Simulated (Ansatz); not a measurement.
## TiSi2 and the effect of the strain (εzz = s)

```xyz
6
Lattice="0.0000 4.1175 4.2629 2.3895 0.0000 4.2629 2.3895 4.1175 0.0000" Properties=species:S:1:pos:R:3 pbc="T T T"
Ti    3.5843    6.1763    6.3943
Ti    2.3895    4.1175    4.2629
Si    1.1948    3.3975    2.1314
Si    1.1948    0.7200    2.1314
Si    2.3895    1.3387    4.2629
Si    2.3895    6.8963    4.2629
```

The cell is a database's computed one, not the measured one.

Kept alike: task band structure; functional PBEsol; k mesh 6 × 6 × 6; occupations fermi-dirac, width 0.05 eV; no spin polarisation. Program: Ansatz, Ansatz PAW, cutoff 420 eV. The mesh is that of the run's cell of 6 atoms. No spin-orbit coupling.

| s | free energy over the lowest row (meV/atom) |
| --- | --- |
| -0.04 | 24.81 |
| -0.02 | 3.77 |
| -0.01 | 0.00 |
| 0 | 0.29 |
| 0.01 | 4.31 |
| 0.02 | 11.72 |
| 0.04 | 35.26 |

The cell shown is the unstrained one; x, y and z are its Cartesian axes; atoms keep their fractions. For a metal such a mesh leaves the last digits unconverged. All rows use potentials made for PBE.

Question: What does the strain (εzz = s) change here?

Answer: The free energy is lowest at -0.01, and 35.26 meV an atom higher at 0.04.
